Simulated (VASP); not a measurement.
# Si7W4 (a cell with a defect) in VASP: notebook, part 2 of 2

VASP 6.6.1.

## 4. Single point, PBEsol (hop of Si into the vacancy)

Input file INCAR:

```
SYSTEM = Si7W4
PREC = Accurate
ENCUT = 520
EDIFF = 1E-7
ISMEAR = 0
SIGMA = 0.05
LREAL = .False.
LASPH = .True.
NELM = 100
ALGO = Fast
ISIF = 2
LWAVE = .False.
LCHARG = .False.
GGA = PS
NBANDS = 53
```

Input file KPOINTS:

```
regular mesh
0
Gamma
  5 5 5
  0 0 0
```

Input file POSCAR:

```
Si7W4
1.0
   -3.2034200408      3.2034200408      7.8134584989
    1.6017100204     -1.6017100204      3.9067292494
    3.2034200408      3.2034200408     -7.8134584989
Si W
7 4
Direct
    0.1702810131      0.3351690400      0.0041015539
    0.3315775026      0.6566628812     -0.0064579417
    0.1720011656      0.3525238487      0.4999999936
    0.6661794400      0.3269659067     -0.0041015539
    0.8380354252      0.6695787391      0.0064579417
    0.6603442886      0.3430471938      0.4999999936
    0.8356155717      0.6716338507      0.4999999936
   -0.0054097226      0.0128465116      0.4999999936
   -0.0017732143     -0.0074079266      0.9938674790
    0.5046817191      0.0015305725      0.4999999936
    0.5043592749      0.0048570645      1.0061324956
```

Potentials or basis: VASP PAW PBE potentials, release 64 (Si, W_sv).

On the command line:

```console
cat potpaw_PBE.64/Si/POTCAR potpaw_PBE.64/W_sv/POTCAR > POTCAR
mpirun -np 1 vasp_std > vasp.out
```

OUTCAR:

```text
SYSTEM = Si7W4
   PREC = Accurate
   ENCUT = 520
   EDIFF = 1E-7
   ISMEAR = 0
   LREAL = .False.
   LASPH = .True.
   NELM = 100
   ISIF = 2
   GGA = PS

 ion  position               nearest neighbor table
   1  0.170  0.335  0.004-   2 2.60   9 2.60  11 2.61   7 2.61   5 2.61  10 2.62   9 2.62   2 2.62
                             8 2.63   6 3.15
   2  0.332  0.657  0.994-   8 2.58   1 2.60  11 2.60  11 2.61   4 2.61   9 2.61  10 2.62   1 2.62
                             6 2.63   3 2.65
   3  0.172  0.353  0.500-  11 2.58   9 2.58   8 2.59  10 2.61   7 2.64   2 2.65   5 2.65   8 2.71

[... 1590 lines left out ...]
 -----------------------------------------------------------------------------
  energy-cutoff  :      520.00
  volume of cell :      160.36
      direct lattice vectors                 reciprocal lattice vectors
    -3.203420041  3.203420041  7.813458499     0.000000000  0.156083184  0.063992149
     1.601710020 -1.601710020  3.906729249     0.312166368  0.000000000  0.127984298
     3.203420041  3.203420041 -7.813458499     0.156083184  0.156083184  0.000000000

 POSITION                                       TOTAL-FORCE (eV/Angst)
 -----------------------------------------------------------------------------------
      0.00450      0.02178      2.60785        -0.001825      0.003340     -0.000591
      3.17233      3.19313     -2.60683        -0.002766     -0.005019      0.001353
      1.61536      1.58806     -1.18559         0.003786     -0.003786     -0.012570
      1.57993      4.80063     -1.29888        -0.003340      0.001825     -0.000591
     -1.59142      1.63280      9.11336         0.005019      0.002766      0.001353
      0.03581      3.16761      2.59304         0.011242     -0.011242     -0.012988
      0.00064      3.20277      5.24621        -0.002691      0.002691      0.009018
     -1.56380      4.76722      3.91465        -0.003900      0.003900     -0.007223
      1.57588      4.79167      3.91185        -0.007687      0.004697      0.008714
     -0.01255      3.21597      0.04256         0.006859     -0.006859      0.004809
     -1.58825      1.62754      3.91185        -0.004697      0.007687      0.008714
 -----------------------------------------------------------------------------------
    total drift:                               -0.000153     -0.000196     -0.000038

  FREE ENERGIE OF THE ION-ELECTRON SYSTEM (eV)
  ---------------------------------------------------
  free  energy   TOTEN  =       -97.5843364651 eV

  energy  without entropy=      -97.5790820447  energy(sigma->0) =      -97.58170925
```

OSZICAR:

```text
N       E                     dE             d eps       ncg     rms          rms(c)
DAV:   1     0.830217001311E+03    0.83022E+03   -0.43475E+04  4270   0.162E+03
DAV:   2    -0.460934318014E+02   -0.87631E+03   -0.84964E+03  4430   0.469E+02
DAV:   3    -0.100436885951E+03   -0.54343E+02   -0.52289E+02  5015   0.106E+02
[... 11 lines left out ...]
RMM:  15    -0.975843334223E+02    0.61175E-05   -0.13934E-04  5264   0.585E-02    0.174E-02
RMM:  16    -0.975843364599E+02   -0.30376E-05   -0.45823E-05  6588   0.305E-02    0.261E-03
RMM:  17    -0.975843366352E+02   -0.17526E-06   -0.41327E-06  5190   0.826E-03    0.238E-03
RMM:  18    -0.975843364738E+02    0.16140E-06   -0.69059E-07  4511   0.319E-03    0.955E-04
RMM:  19    -0.975843364651E+02    0.86948E-08   -0.14619E-07  3328   0.152E-03
   1 F= -.97584336E+02 E0= -.97581709E+02  d E =-.525442E-02
```

Wall time 12 min (1 thread of AMD EPYC 9R45 (Zen 5), shared host); peak memory 0.53 GiB.

What came out:

| Item | Value |
| --- | --- |
| Free energy | -97.5843 eV |
| Pressure | -3.1 GPa |
| Largest force | 0.021 eV/Å |
| Band gap on the k mesh | none (metal or under the smearing width) |

Forces on the atoms (eV/Å):
```
Si  -0.002  0.003 -0.001
Si  -0.003 -0.005  0.001
Si   0.004 -0.004 -0.013
Si  -0.003  0.002 -0.001
Si   0.005  0.003  0.001
Si   0.011 -0.011 -0.013
Si  -0.003  0.003  0.009
W   -0.004  0.004 -0.007
W   -0.008  0.005  0.009
W    0.007 -0.007  0.005
W   -0.005  0.008  0.009
```

Stress tensor (GPa, compression positive):
```
-5.91 -0.05 -0.71
-0.05 -5.91  0.71
-0.71  0.71  2.49
```

Levels at points of the mesh, in eV from the Fermi level:
```
           k point  band 40  band 41  band 42  band 43  band 44  band 45
(0.00, 0.00, 0.00)    -0.59    -0.21     0.22     0.44     1.42     3.33
```

Caveat: the k mesh is coarse (spacing up to 0.42 Å⁻¹), so the values aren't converged; the PAW data sets were made with another functional, which shifts forces and pressure a little.

## 5. Single point, PBEsol (one Si removed, atoms relaxed)

Input file INCAR:

```
SYSTEM = Si7W4
  PREC = Accurate
  ENCUT = 520
  EDIFF = 1E-7
  ISMEAR = 0
  SIGMA = 0.05
  LREAL = .False.
  LASPH = .True.
  NELM = 100
  ALGO = Fast
  ISIF = 2
  LWAVE = .False.
  LCHARG = .False.
  GGA = PS
  NBANDS = 53
```

Input file KPOINTS:

```
Automatic mesh
0
Gamma
  5 5 5
  0 0 0
```

Input file POSCAR:

```
Si7W4
1.0
   -3.2034200408      3.2034200408      7.8134584989
    1.6017100204     -1.6017100204      3.9067292494
    3.2034200408      3.2034200408     -7.8134584989
Si W
7 4
Direct
    0.1692007816      0.3463138659      0.0064579752
    0.3304972796      0.6678076957     -0.0041015579
    0.3287771446      0.6504528085      0.5000000000
    0.6627428064      0.3333979155     -0.0064579752
    0.8345988375      0.6760108115      0.0041015579
    0.6651626356      0.3313430770      0.5000000000
    0.8404338842      0.6599296438      0.5000000000
   -0.0039034700      0.0014462858      0.5000000000
   -0.0035809969     -0.0018804035      0.9938674959
    0.5061879383     -0.0098696086      0.5000000000
    0.5025515072      0.0103846047      1.0061325041
```

Potentials or basis: VASP PAW PBE potentials, release 64 (Si, W_sv).

On the command line:

```console
cat potpaw_PBE.64/Si/POTCAR potpaw_PBE.64/W_sv/POTCAR > POTCAR
mpirun -np 1 vasp_std > vasp.out
```

OUTCAR:

```text
SYSTEM = Si7W4
   PREC = Accurate
   ENCUT = 520
   EDIFF = 1E-7
   ISMEAR = 0
   LREAL = .False.
   LASPH = .True.
   NELM = 100
   ISIF = 2
   GGA = PS

 ion  position               nearest neighbor table
   1  0.169  0.346  0.006-  10 2.58   2 2.60   9 2.60   9 2.61   5 2.61  11 2.61   8 2.62   2 2.62
                             7 2.63   3 2.65
   2  0.330  0.668  0.996-   1 2.60  11 2.60   9 2.61   6 2.61   4 2.61   8 2.62  11 2.62   1 2.62
                            10 2.63   7 3.15
   3  0.329  0.650  0.500-   9 2.58  11 2.58  10 2.59   8 2.61   6 2.64   4 2.65   1 2.65  10 2.71

   4  0.663  0.333  0.994-  10 2.58   5 2.60  11 2.60  11 2.61   2 2.61   9 2.61   8 2.62   5 2.62
                             7 2.63   3 2.65
   5  0.835  0.676  0.004-   4 2.60   9 2.60  11 2.61   6 2.61   1 2.61   8 2.62   9 2.62   4 2.62
                            10 2.63   7 3.15
   6  0.665  0.331  0.500-  10 2.58  10 2.58   8 2.59   9 2.61  11 2.61   2 2.61   5 2.61   7 2.63
                             3 2.64   7 2.65
   7  0.840  0.660  0.500-   8 2.55   8 2.58  11 2.60   9 2.60  10 2.62   6 2.63   1 2.63   4 2.63
                             6 2.65   5 3.15   2 3.15
[... 1566 lines left out ...]
     52      14.1257      0.00000
     53      14.4600      0.00000

 [... further k-points ...]

------------------------ aborting loop because EDIFF is reached ----------------------------------------

  FORCE on cell =-STRESS in cart. coord.  units (eV):
  Direction    XX          YY          ZZ          XY          YZ          ZX
  --------------------------------------------------------------------------------------
  -------------------------------------------------------------------------------------
  Total       -5.9198515     -5.9198515      2.4882774     -0.0508222      0.7076473     -0.7076474
  in kB      -59.1453098    -59.1453098     24.8604104     -0.5077649      7.0701125     -7.0701136
  external PRESSURE =     -31.1434031 kB  Pullay stress =       0.0000000 kB

 VOLUME and BASIS-vectors are now :
 -----------------------------------------------------------------------------
  energy-cutoff  :      520.00
  volume of cell :      160.36
      direct lattice vectors                 reciprocal lattice vectors
    -3.203420041  3.203420041  7.813458499     0.000000000  0.156083184  0.063992149
     1.601710020 -1.601710020  3.906729249     0.312166368  0.000000000  0.127984298
     3.203420041  3.203420041 -7.813458499     0.156083184  0.156083184  0.000000000

 POSITION                                       TOTAL-FORCE (eV/Angst)
 -----------------------------------------------------------------------------------
      0.03336      0.00801      2.62454         0.002765      0.005017     -0.001349
      3.20119      3.17937     -2.59014         0.001822     -0.003337      0.000595
      1.59034      1.61308      1.20330        -0.003784      0.003784      0.012575
      1.59370      4.77177     -1.28219        -0.005017     -0.002765     -0.001349
     -1.57766      1.60394      9.13005         0.003337     -0.001822      0.000595
      0.00163      3.20179      2.58496         0.002686     -0.002686     -0.009018
     -0.03354      3.23696      5.23813        -0.011243      0.011243      0.012997
     -1.58689      4.79031      3.88188        -0.006860      0.006860     -0.004801
      1.59052      4.77703      3.91932         0.004696     -0.007695     -0.008727
      1.56608      1.63734      3.91652         0.003903     -0.003903      0.007208
     -1.57361      1.61290      3.91932         0.007695     -0.004696     -0.008727
 -----------------------------------------------------------------------------------
    total drift:                               -0.000005      0.000004      0.000017

  FREE ENERGIE OF THE ION-ELECTRON SYSTEM (eV)
  ---------------------------------------------------
  free  energy   TOTEN  =       -97.5843359558 eV

  energy  without entropy=      -97.5790815035  energy(sigma->0) =      -97.58170873
```

OSZICAR:

```text
N       E                     dE             d eps       ncg     rms          rms(c)
DAV:   1     0.829992132413E+03    0.82999E+03   -0.43471E+04  4262   0.162E+03
DAV:   2    -0.452834485019E+02   -0.87528E+03   -0.84888E+03  4413   0.469E+02
DAV:   3    -0.100418893319E+03   -0.55135E+02   -0.52953E+02  5086   0.107E+02
[... 11 lines left out ...]
RMM:  15    -0.975843327779E+02    0.80735E-05   -0.14025E-04  5229   0.588E-02    0.156E-02
RMM:  16    -0.975843360180E+02   -0.32401E-05   -0.44153E-05  6722   0.301E-02    0.271E-03
RMM:  17    -0.975843361508E+02   -0.13281E-06   -0.30269E-06  4865   0.630E-03    0.223E-03
RMM:  18    -0.975843359586E+02    0.19212E-06   -0.62601E-07  4430   0.312E-03    0.975E-04
RMM:  19    -0.975843359558E+02    0.28103E-08   -0.17276E-07  3414   0.156E-03
   1 F= -.97584336E+02 E0= -.97581709E+02  d E =-.525445E-02
```

It took 12 min on 1 thread of AMD EPYC 9R45 (Zen 5), shared host; peak memory 0.53 GiB.

Results:

```
Free energy            : -97.5843 eV
Pressure               : -3.1 GPa
Largest force          : 0.021 eV/Å
Band gap on the k mesh : none (metal or under the smearing width)
```

Forces in eV/Å, atoms in the order of the input:
```
Si   0.003  0.005 -0.001
Si   0.002 -0.003  0.001
Si  -0.004  0.004  0.013
Si  -0.005 -0.003 -0.001
Si   0.003 -0.002  0.001
Si   0.003 -0.003 -0.009
Si  -0.011  0.011  0.013
W   -0.007  0.007 -0.005
W    0.005 -0.008 -0.009
W    0.004 -0.004  0.007
W    0.008 -0.005 -0.009
```

Caveat: the k mesh is coarse (spacing up to 0.42 Å⁻¹), so the values aren't converged; the PAW data sets were made with another functional, which shifts forces and pressure a little. The run has no spin-orbit coupling, so splittings on W are missing.

## 6. Summary

| cell | further INCAR settings | gap on the mesh (eV) | pressure (GPa) | largest force (eV/Å) |
| --- | --- | --- | --- | --- |
| hop of Si into the vacancy | ALGO = Fast; EDIFF = 1e-07; NBANDS = 53 | none | -3.1 | 0.02 |
| hop of Si into the vacancy | ALGO = Fast; EDIFF = 1e-06; NBANDS = 53 | none | -0.2 | 1.62 |
| one Si removed, atoms relaxed | ALGO = Fast; EDIFF = 1e-07; NBANDS = 53 | none | -3.1 | 0.02 |

Alike in all rows: task single point; level PBEsol; potentials or basis VASP PAW PBE potentials, release 64 (Si, W_sv); no spin polarisation; k mesh 5 × 5 × 5; cutoff (eV) 520; smearing gaussian 0.05 eV; the mesh is coarse, so values aren't converged.

Caveats: all runs use coarse meshes; the PAW data sets were made with another functional, which shifts forces and pressure a little.

Absolute energies hang on the potentials; compare differences alone.
